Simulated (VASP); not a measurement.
# Sb (I4/mmm) in VASP: a series of runs

The runs below take Sb through single point, with r2SCAN.

Everything below comes from runs of VASP 6.6.1. Logs are shortened: lines on timing, memory, paths and dates and some standing lists are left out, and cuts for length are marked.

## 1. The structure

The structure is tetragonal, space group I4/mmm (No. 139). Conventional cell: a = 3.153 Å, b = 3.153 Å, c = 5.424 Å, α = 90.00°, β = 90.00°, γ = 90.00°. Around Sb (site symmetry 4/mmm) lie 12 Sb at 3.15 to 3.51 Å.

This isn't the form of Sb at room conditions, which is rhombohedral.

## 2. Single point, r2SCAN

Contents of INCAR:

```
SYSTEM = Sb
PREC = Accurate
ENCUT = 400
EDIFF = 1E-6
ISMEAR = 0
SIGMA = 0.02
LREAL = .FALSE.
LASPH = .TRUE.
NELM = 100
ALGO = Normal
ISIF = 2
LWAVE = .FALSE.
LCHARG = .FALSE.
METAGGA = R2SCAN
LMIXTAU = .TRUE.
ADDGRID = .FALSE.
```

Contents of KPOINTS:

```
regular mesh
0
G
  11 11 11
  0 0 0
```

Contents of POSCAR:

```
Sb
1.0
   -1.5638750000      1.6131910000      2.7402030000
    1.6104090000     -1.5604430000      2.7365900000
    1.5281950000      1.5247630000     -2.7095380000
Sb
1
Direct
    0.0004760000      0.0218010000      0.0165680000
```

Potentials or basis: VASP PAW PBE potentials, release 64 (Sb).

Command:

```bash
$ cat potpaw_PBE.64/Sb/POTCAR > POTCAR
$ mpirun -np 1 vasp_std > vasp.out
```

OUTCAR:

```text
SYSTEM = Sb
   PREC = Accurate
   ENCUT = 400
   EDIFF = 1E-6
   ISMEAR = 0
   LREAL = .FALSE.
   LASPH = .TRUE.
   NELM = 100
   ISIF = 2
   METAGGA = R2SCAN

 Found    666 irreducible k-points:

 Following reciprocal coordinates:
            Coordinates               Weight
  0.000000  0.000000  0.000000      1.000000
  0.090909  0.000000  0.000000      2.000000
  0.181818 -0.000000  0.000000      2.000000
  0.272727  0.000000 -0.000000      2.000000
  0.363636 -0.000000  0.000000      2.000000
  0.454545  0.000000 -0.000000      2.000000
   k-points           NKPTS =    666   k-points in BZ     NKDIM =    666   number of bands    NBANDS=      6
   number of dos      NEDOS =    301   number of ions     NIONS =      1
   total plane-waves  NPLWV =  13824
   dimension x,y,z NGX =    24 NGY =   24 NGZ =   24
   dimension x,y,z NGXF=    48 NGYF=   48 NGZF=   48
   ions per type =               1
   NGX,Y,Z   is equivalent  to a cutoff of  11.26, 11.28, 11.52 a.u.
   NGXF,Y,Z  is equivalent  to a cutoff of  22.52, 22.55, 23.03 a.u.
 SYSTEM =  Sb
   PREC   = accura    normal or accurate (medium, high low for compatibility)
   ISTART =      0    job   : 0-new  1-cont  2-samecut
   ICHARG =      2    charge: 1-file 2-atom 10-const
   ISPIN  =      1    spin polarized calculation?
   LNONCOLLINEAR =      F non collinear calculations
   LSORBIT =      F    spin-orbit coupling
   LASPH  =      T    aspherical Exc in radial PAW
   ENCUT  =  400.0 eV  29.40 Ry    5.42 a.u.   5.78  5.77  5.65*2*pi/ulx,y,z
   NELM   =    100;   NELMIN=  2; NELMDL= -5     # of ELM steps
   EDIFF  = 0.1E-05   stopping-criterion for ELM
   LREAL  =      F    real-space projection
   EDIFFG = 0.1E-04   stopping-criterion for IOM
   NSW    =      0    number of steps for IOM
   IBRION =     -1    ionic relax: 0-MD 1-quasi-New 2-CG
   NFREE  =      0    steps in history (QN), initial steepest desc. (CG)
   ISIF   =      2    stress and relaxation
   ISYM   =      2    0-nonsym 1-usesym 2-fastsym
   POTIM  = 0.5000    time-step for ionic-motion
   TEBEG  =    0.0;   TEEND  =   0.0 temperature during run
   PSTRESS=    0.0 pullay stress
   NELECT =       5.0000    total number of electrons
   NUPDOWN=      -1.0000    fix difference up-down
   EMIN   =  10.00;   EMAX   =-10.00  energy-range for DOS
   EFERMI =   0.00;   METHOD = LEGACY
   ISMEAR =     0;   SIGMA  =   0.02  broadening in eV -4-tet -1-fermi 0-gaus
   EFERMI_NEDOS =   21; number of points for ismear=-14 and -15
   IALGO  =     38    algorithm
   IMIX   =      4    mixing-type and parameters
     AMIX     =   0.40;   BMIX     =  1.00
     AMIX_MAG =   1.60;   BMIX_MAG =  1.00
  volume/ion in A,a.u.               =      26.96       181.95
  Fermi-wavevector in a.u.,A,eV,Ry     =   0.933573  1.764197 11.858272  0.871558
  Thomas-Fermi vector in A             =   2.060288
   LORBIT       =      0    0 simple, 1 ext, 2 COOP (PROOUT), +10 PAW based schemes
   METAGGA = R2SCAN    functional components
   LHFCALC =     F    Hartree Fock is set to
   AEXX    =    0.0000 exact exchange contribution
   IVDW    =     0    specifies the selected vdW correction
   LEPSILON=     F    determine dielectric tensor
   LRPA    =     F    only Hartree local field effects (RPA)
 non-spin polarized calculation
 Gauss-broadening in eV      SIGMA  =   0.02
  energy-cutoff  :      400.00
  volume of cell :       26.96
 maximum number of plane-waves:       504
   NGX = 11   NGY = 11   NGZ = 11

 number of electron       5.0000000 magnetization

 Free energy of the ion-electron system (eV)
  ---------------------------------------------------
  ext. energy  EPLUGINS =         0.00000000
  ---------------------------------------------------
  free energy    TOTEN  =       -25.26238148 eV

  energy without entropy =      -25.26214538  energy(sigma->0) =      -25.26226343

 E-fermi :   8.4837     XC(G=0): -10.7834

 val. band max:        8.4806128951   @ k =  -0.3636   0.3636   0.0909
 cond. band min:       8.4869509173   @ k =  -0.0909  -0.4545   0.3636
 fundamental gap:      0.0063380223
 Fermi energy:         8.4836683737

 k-point     1 :       0.0000    0.0000    0.0000
  band No.  band energies     occupation
      1      -5.1388      2.00000
      2      13.1647      0.00000
      3      14.1967      0.00000
      4      14.2506      0.00000
      5      18.1025      0.00000
      6      19.3418      0.00000

 k-point     2 :       0.0909    0.0000    0.0000
  band No.  band energies     occupation
      1      -4.9663      2.00000
      2      12.2739      0.00000
      3      13.2026      0.00000
      4      14.1958      0.00000
      5      18.1347      0.00000
      6      18.6089      0.00000

 k-point     3 :       0.1818   -0.0000    0.0000
  band No.  band energies     occupation
      1      -4.4517      2.00000
      2       9.6606      0.00000
      3      12.2516      0.00000
      4      14.1678      0.00000
      5      16.9102      0.00000
      6      18.6003      0.00000

 k-point     4 :       0.2727    0.0000   -0.0000
  band No.  band energies     occupation
      1      -3.6100      2.00000
      2       6.8980      2.00000
      3      11.4059      0.00000
      4      14.1894      0.00000
      5      16.0066      0.00000
      6      18.5964      0.00000

 k-point     5 :       0.3636   -0.0000    0.0000
  band No.  band energies     occupation
      1      -2.4967      2.00000
      2       4.4264      2.00000
      3      10.7700      0.00000
      4      14.2667      0.00000
      5      15.4179      0.00000
      6      18.7982      0.00000

 k-point     6 :       0.4545    0.0000   -0.0000
  band No.  band energies     occupation
      1      -1.3838      2.00000
      2       2.6174      2.00000
      3      10.4331      0.00000
      4      14.3426      0.00000
      5      15.1274      0.00000
      6      19.1203      0.00000

 [... further k-points ...]

------------------------ aborting loop because EDIFF is reached ----------------------------------------

  FORCE on cell =-STRESS in cart. coord.  units (eV):
  Direction    XX          YY          ZZ          XY          YZ          ZX
  --------------------------------------------------------------------------------------
  -------------------------------------------------------------------------------------
  Total        0.1329423      0.1497254      0.2302562      0.0102275      0.0283140     -0.0353518
  in kB        7.8999451      8.8972590     13.6827128      0.6077579      1.6825249     -2.1007381
  external PRESSURE =      10.1599723 kB  Pullay stress =       0.0000000 kB

 VOLUME and BASIS-vectors are now :
 -----------------------------------------------------------------------------
  energy-cutoff  :      400.00
  volume of cell :       26.96
      direct lattice vectors                 reciprocal lattice vectors
    -1.563875000  1.613191000  2.740203000     0.002055809  0.316948054  0.179518554
     1.610409000 -1.560443000  2.736590000     0.317083613  0.001847581  0.179876686
     1.528195000  1.524763000 -2.709538000     0.322328449  0.322401118 -0.005843793

 POSITION                                       TOTAL-FORCE (eV/Angst)
 -----------------------------------------------------------------------------------
      0.05968     -0.00799      0.01607        -0.000000      0.000000      0.000000
 -----------------------------------------------------------------------------------
    total drift:                               -0.000000     -0.000000      0.000001

  FREE ENERGIE OF THE ION-ELECTRON SYSTEM (eV)
  ---------------------------------------------------
  free  energy   TOTEN  =       -25.2623814780 eV

  energy  without entropy=      -25.2621453760  energy(sigma->0) =      -25.26226343
```

Wall time 97 s (1 thread of Intel Xeon 6975P-C (Granite Rapids), shared host); peak memory 0.2 GiB.

The run converged, but some of its settings lie outside the range that counts as converged, so its numbers aren't taken as properties of the crystal.

What came out:

```yaml
Free_energy: -25.2624 eV
Pressure: 1.0 GPa
Band_gap_on_the_k_mesh: none (metal or under the smearing width)
```

Caveat: the PAW data sets were made with another functional, which shifts forces and pressure a little.

## 3. Single point, r2SCAN

Edit INCAR of step 2 so:

```diff
@@ -1,3 +1,3 @@
 SYSTEM = Sb
-PREC = Accurate
+PREC = Low
 ENCUT = 400
@@ -5,3 +5,3 @@
 ISMEAR = 0
-SIGMA = 0.02
+SIGMA = 0.1
 LREAL = .FALSE.
```

KPOINTS is that of step 2.

Contents of POSCAR:

```
Sb
1.0
   -1.5765401831      1.5765401831      2.7119384313
    1.5765401831     -1.5765401831      2.7119384313
    1.5765401831      1.5765401831     -2.7119384313
Sb
1
Direct
    0.0000000000      0.0000000000      0.0000000000
```

Potentials or basis: VASP PAW PBE potentials, release 64 (Sb).

Command:

```bash
$ cat potpaw_PBE.64/Sb/POTCAR > POTCAR
$ mpirun -np 1 vasp_std > vasp.out
```

Wall time 20 s (1 thread of Intel Xeon 6975P-C (Granite Rapids), shared host); peak memory 0.11 GiB.

These settings aren't checked as converged: the numbers below hold their error.

What came out:

| Item | Value |
| --- | --- |
| Free energy | -25.2637 eV |
| Pressure | 0.9 GPa |
| Band gap on the k mesh | none (metal or under the smearing width) |

Caveat: the PAW data sets were made with another functional, which shifts forces and pressure a little.

## 4. Single point, r2SCAN

INCAR is that of step 3.

KPOINTS is that of step 3.

Contents of POSCAR:

```
Sb
1.0
   -1.5638750000      1.6131910000      2.7402030000
    1.6104090000     -1.5604430000      2.7365900000
    1.5281950000      1.5247630000     -2.7095380000
Sb
1
Direct
    0.0004760000      0.0218010000      0.0165680000
```

Command:

```bash
$ cat potpaw_PBE.64/Sb/POTCAR > POTCAR
$ mpirun -np 1 vasp_std > vasp.out
```

Wall time 82 s (1 thread of Intel Xeon 6975P-C (Granite Rapids), shared host); peak memory 0.17 GiB.

The run converged, but some of its settings lie outside the range that counts as converged, so its numbers aren't taken as properties of the crystal.

Results:

```
Free energy            : -25.2647 eV
Pressure               : 1.2 GPa
Band gap on the k mesh : none (metal or under the smearing width)
```

Caveat: the PAW data sets were made with another functional, which shifts forces and pressure a little.

## 5. The reference run

An earlier run on the cell as given: functional PBEsol; potentials or basis VASP PAW PBE potentials, release 64 (Sb); cutoff 520 eV; k mesh 12 × 12 × 12; occupations fermi-dirac, width 0.05 eV; no spin polarisation.

- Pressure: -1.3 GPa
- Band gap on the k mesh: none (metal or under the smearing width)
